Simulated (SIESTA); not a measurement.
Crystal: Sb.

```
Sb
1.0
     3.14881   -0.03353   -0.02717
    -0.03353    3.17433    0.01655
    -0.02717    0.01655    3.15759
Sb
1
Direct
  0.00136 0.00109 0.99816
```

The cell isn't the ideal one: cell strained at random at fixed volume.

| Property | Result |
| --- | --- |
| Program | SIESTA 5.4.2 |
| Task | relaxation of cell and atoms |
| Functional | PBEGcGxHEG |
| Potentials or basis | PseudoDojo 0.4 stringent (PBE files, fully relativistic) |
| Basis | TZP (energy shift 0.02 Ry) |
| Grid cutoff | 500 Ry |
| Energy shift | 0.02 Ry |
| k mesh | 6 × 6 × 6 |
| Occupations | fermi-dirac, width 0.05 eV |
| Spin | non-collinear spin, ferromagnetic start, spin-orbit coupling |
| Starting moments | [[0.5, 0.0, 0.0]] μB |

At the start: pressure -12.7 GPa; volume 31.55 Å³/atom.

**Question.** Where does the relaxation end?

**Answer.** Over 9 steps the energy falls by 309.0 meV/atom and the volume is 25.42 Å³/atom (-19.4 %); space group Pm-3m (No. 221, to 0.05 Å); moment 0.00 μB per cell.

Step by step:
| step | energy change (eV) | largest force (eV/Å) | pressure (GPa) | volume (Å³) |
| --- | --- | --- | --- | --- |
| 1 | 0.0000 | 0.0166 | -12.66 | 31.55 |
| 2 | -0.2162 | 0.0104 | -8.50 | 28.36 |
| 3 | -0.2839 | 0.0159 | 6.16 | 24.10 |
| 4 | -0.3066 | 0.0126 | -0.72 | 25.63 |
| 5 | -0.3077 | 0.0131 | -0.07 | 25.46 |
| 6 | -0.3084 | 0.0139 | 0.22 | 25.38 |
| 7 | -0.3089 | 0.0091 | 0.26 | 25.36 |
| 8 | -0.3090 | 0.0010 | 0.11 | 25.40 |
| 9 | -0.3090 | 0.0022 | 0.02 | 25.42 |

Final structure:
```
Sb
1.0
     2.94057    0.00038   -0.00183
     0.00030    2.93946   -0.00212
    -0.00185   -0.00217    2.94099
Sb
1
Direct
  0.00101 0.00088 0.99821
```

Caveat: semicore shells carry a single zeta, which can move pressures by several GPa and volumes by a few percent; the volume moved by over 15 % at a fixed basis, so the end points are rough; the potentials were made for another functional, which shifts forces and pressure; the basis of atomic orbitals isn't converged, which shifts pressures, moduli and gaps.
